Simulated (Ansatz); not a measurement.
# MnSb (P6_3/mmc) in Ansatz: phonons with LDA

Aim: the phonons of MnSb with LDA.

Program: Ansatz 0.2.0. These are calculated values, not measurements. Logs are shortened: lines on timing, memory, paths and dates and some standing lists are left out, and cuts for length are marked.

### Step 1. The structure

Symmetry: P6_3/mmc, No. 194, hexagonal system. Conventional cell: a = 4.150 Å, b = 4.150 Å, c = 5.780 Å, α = 90.00°, β = 90.00°, γ = 120.00°. Around Sb (site symmetry -6m2) lie 6 Mn at 2.80 Å. Mn (site symmetry -3m) is surrounded by 6 Sb at 2.80 Å and 2 Mn at 2.89 Å.

### Step 2. Phonons, LDA, collinear spin, ferromagnetic start

The input, input.yaml:

```yaml
crystal:
  lattice:
    - [4.15, 0.0, 0.0]
    - [-2.075, 3.5940054257, 0.0]
    - [0.0, 0.0, 5.78]
  atoms:
    - { symbol: Sb, position: [0.6666666667, 0.3333333333, 0.75] }
    - { symbol: Sb, position: [0.3333333333, 0.6666666667, 0.25] }
    - { symbol: Mn, position: [0.0, 0.0, 0.5], spin: 4.0 }
    - { symbol: Mn, position: [0.0, 0.0, 0.0], spin: 4.0 }
hamiltonian:
  xc: lda
  pseudopotentials: { kind: paw }
magnetization:
  spin_polarized: true
kpoints:
  mp_grid: { grid: [5, 5, 4] }
scf:
  occupations: { method: fermi_dirac, width: 0.05 }
phonons:
  method: dfpt
```

Potentials or basis: Ansatz PAW.

Run with:

```
$ ansatz run input.yaml --threads 2 --pin off --max-ram 5632MiB --backend cpu --events-out ev --progress --plain --runs-dir out
```

What it wrote:

```text
Warning: RAYON_NUM_THREADS=2 ignored (pool sized by the plan → 2); use --threads N
Engine: ansatz 0.2.0, x86_64-unknown-linux-gnu
Pseudopotentials: kind: paw
Pseudopotential: Sb, paw, valence charge 15, recommended cutoff 420 eV (normal), Sb.paw.azcp
Pseudopotential: Mn, paw, valence charge 15, recommended cutoff 420 eV (normal), Mn.paw.azcp
Functional definition: SPW92
  exchange = slater_x
  correlation = pw_c
Crystal: 4 atoms, lattice volume = 86.209 Å³
Basis set: ecut = 420 eV, 1657 PW (Γ), exchange–correlation on 60×60×80 points (8 copies of the dense FFT grid, shifted against one another)
Bands: 41, of which v1, the nominal top of the filled ones, is band 30 counted from 1 (29 counted from 0)
Symmetry: 24 space group operations
Space group: P63/mmc (ITA 194), of the structure as read, at distance tolerance 4.4e-5 Å
Magnetic group: BNS 194.263 (UNI 1493), of the structure as read, at distance tolerance 4.4e-5 Å
k-points: 15 of 100
Non-local potential: Sb, projectors of the file, l = 0: 2, l = 1: 2, l = 2: 2, l = 3: 2
Non-local potential: Mn, projectors of the file, l = 0: 3, l = 1: 2, l = 2: 3, l = 3: 1
PAW form: soft (Blöchl's): semilocal exchange-correlation on the pseudo side does not see the compensation charge
PAW frozen core: Sb, regenerated for the run's functional, and the local potential with it (the file was generated under x = pbe(κ = 0.804, μ = 0.2195149727645171), c = pbe(β = 0.06672455060314922))
PAW frozen core: Mn, regenerated for the run's functional, and the local potential with it (the file was generated under x = pbe(κ = 0.804, μ = 0.2195149727645171), c = pbe(β = 0.06672455060314922))
PAW one-centre angular grid: Sb, 590 points (default); XC on 64 Gauss nodes
PAW one-centre angular grid: Mn, 590 points (default); XC on 64 Gauss nodes
Initial density: superposition of atomic densities (chi_scale 0.1, normalization cell)
Starting moments: Σ|m| = 8 μB on 2 of 4 sites
Initial wavefunctions: pseudopotential atomic-orbital guess
Functional: x = slater, c = lda
SCF 1 converged in 13 iterations: F = -20353.240348 eV  dr2 = 3.76e-11
a single point of the input's cell can leave the moments in the input for a lower state (scf.lower_state_search): this run first made a single point of its cell. This run's own SCFs start from the density of the state that the single point found, with the moments in the input. The single point stayed on the moments in the input.
k-points: 33 of 100 (irreducible under 2 space group operations, time reversal used)
Initial density: read from a saved state, or passed on in memory by an earlier SCF of this step, an earlier step, the calling program or the single point that the run made first
[... 11 lines left out ...]
SCF 2 converged in 6 iterations: F = -20353.240348 eV  dr2 = 5.44e-13
DFPT response loops at Γ: preconditioner auto → Kerker (q_TF=auto, 2.568 Å⁻¹) (partly filled bands, converged f_vac=0.005); β = 1.00, the filter's whole step (`scf.mixing.beta` (0.30) is not read by the response loops under this deck's `scf.mixing.preconditioner`; to damp them name `kerker` or `kerker_dos`, under which they read `scf.mixing.beta`, and type it under 1.00, their step now; both keys bind the ground state too); Broyden in place of MSR1
SCF converged after 6 iterations
Magnetization: 6.5480 μB (33.2740 up, 26.7260 down)
Absolute magnetization: 7.2570 μB (∫|ρ↑−ρ↓|, with the PAW one-centre terms)
Spin contamination: 0.2744 ħ² per cell (⟨S²⟩ above its minimum at these occupations)
Per-site moments (μB) at R_I (Å): [(-0.10606238351885879, 1.154179005085336), (-0.1060623835188594, 1.1541790050853362), (3.3167599646349064, 1.154179005085336), (3.316759964634907, 1.154179005085336)]
Free energy (F): -20353.240348 eV
Harris-Foulkes:  -20353.240348 eV  (|F-HF|=7.28e-12)
Internal energy: -20353.225896 eV  (E = F + TS)
E sigma→0 (E₀):  -20353.233122 eV
Entropy (-TS):   -0.014451 eV (-3.613 meV/atom)
Fermi energy:    11.667225 eV
--- Per-component energies (eV) ---
  E_band       = -847.714870
  E_kinetic    = 1023.147160
  E_local      = -7431.991195  (includes V_loc(G=0)·N_el)
  E_nonlocal   = 1237.828790
  E_hartree    = 3204.810087
  E_xc         = -498.169444
  E_vxc        = -480.989219  (∫ρ·V_xc dr)
  E_paw        = -11348.562124  (= ΣΔE_a)
  E_vpaw       = -1605.330533  (= ΣTr[D̂ρ^β])
  E_aug_tail   = -0.000024  (compensation charges beyond the density's cutoff)
  E_ewald      = -6542.174698
  E_core_change = 1.885553  (= ΣΔE_core)
  E_smearing   = -0.014451  (= −TS)
  E_closure    = 0.000000  (closes the sum)
  Σ components = -20353.240348   (vs F -20353.240348, Δ=0.00e0)
--- Band table (eV; the first three rows and the last of 66) ---
  k-point 0 ↑: bands = ["-68.4907", "-68.4835", "-37.6878", "-37.6878", "-37.6800", "-37.6800", "-37.4761", "-37.3929", "-17.0419", "-17.0419", "-17.0191", "-17.0191", "-17.0188", "-17.0170", "-17.0109", "-17.0109", "-17.0097", "-17.0097", "0.0958", "3.0044", "6.1406", "7.9110", "7.9110", "8.5995", "8.9888", "8.9888", "9.2694", "9.2694", "10.0071", "10.0071", "11.3395", "12.1400", "12.1400", "13.9686", "13.9686", "14.1975", "14.6827", "15.9127", "17.3760", "17.3760", "18.9986"]
  k-point 1 ↑: bands = ["-68.4897", "-68.4845", "-37.6867", "-37.6867", "-37.6811", "-37.6811", "-37.4640", "-37.4051", "-17.0392", "-17.0392", "-17.0239", "-17.0239", "-17.0185", "-17.0172", "-17.0093", "-17.0093", "-17.0092", "-17.0092", "0.3552", "2.2218", "7.2132", "8.0737", "8.0737", "8.7400", "9.0401", "9.0401", "9.0904", "9.0904", "9.7340", "9.7340", "11.0525", "12.6208", "12.6208", "12.7516", "13.8582", "13.8582", "15.1765", "16.5829", "17.1788", "17.1788", "18.0589"]
  k-point 2 ↑: bands = ["-68.4871", "-68.4871", "-37.6839", "-37.6839", "-37.6839", "-37.6839", "-37.4346", "-37.4346", "-17.0323", "-17.0323", "-17.0323", "-17.0323", "-17.0178", "-17.0178", "-17.0085", "-17.0085", "-17.0085", "-17.0085", "1.1074", "1.1074", "8.5151", "8.5151", "8.5151", "8.5151", "8.6632", "8.6632", "9.3609", "9.3609", "9.3609", "9.3609", "11.0729", "11.0729", "13.4053", "13.4053", "13.4053", "13.4053", "16.2778", "16.2778", "17.2221", "17.2221", "17.2221"]
  k-point 32 ↓: bands = ["-65.0756", "-65.0756", "-34.3245", "-34.3245", "-34.3238", "-34.3238", "-34.1967", "-34.1967", "-17.0586", "-17.0586", "-17.0542", "-17.0542", "-17.0389", "-17.0389", "-17.0343", "-17.0343", "-17.0306", "-17.0306", "2.0321", "2.0321", "7.4964", "7.4964", "9.1496", "9.1496", "10.4374", "10.4374", "11.9161", "11.9161", "12.2320", "12.2320", "12.7251", "12.7251", "13.2217", "13.2217", "14.6779", "14.6779", "17.5121", "17.5121", "18.4415", "18.4415", "19.6032"]
--- Phonons (Γ-DFPT): 4 representative perturbations + reference, on 33 of 100 k-points (Σ response iterations 12) ---
  k mesh reduced under 2 symmetry operations, with k and −k counted as one. Each operation leaves every solved perturbation unchanged. A smaller set is not used because it would not reduce the number of displacements times k-points to solve
  ASR residual: 1.950e-4 → 0.000e0 eV/Å²; symmetrization residual: 1.747e-5 eV/Å²
  ASR residual per site (eV/Å²): 1.30e-5 1.30e-5 1.95e-4 1.95e-4
  Γ frequencies (cm⁻¹): 0.00 0.00 0.00 100.35 106.50 106.50 146.87 146.87 151.16 174.39 174.39 181.71
  non-analytic LO–TO correction: not included (Born effective charges unavailable; polar crystals: no LO–TO splitting at Γ)
```

Run time: 23 s. Hardware: 2 threads of AMD EPYC 9R45 (Zen 5), shared host; peak memory 1 GiB.

What came out:

| Property | Result |
| --- | --- |
| Free energy | -20353.2403 eV |
| Band gap on the k mesh | none (metal or under the smearing width) |
| Net moment | 6.55 μB per cell |
| Absolute moment | 7.26 μB per cell |
| Site moments | Sb -0.11; Mn +3.32 μB |
| Highest phonon frequency at Γ | 182 cm⁻¹ |

Phonon frequencies in cm⁻¹ (negative: imaginary):
| q point | frequencies |
| --- | --- |
| (0.000, 0.000, 0.000) | 0 0 0 100 106 106 147 147 151 174 174 182 |

Caveat: only a ferromagnetic start was run, and an antiferromagnetic order may lie lower in energy; the PAW data sets come from PBE, with cores solved anew for the run's functional, which leaves a small shift of forces and pressure.
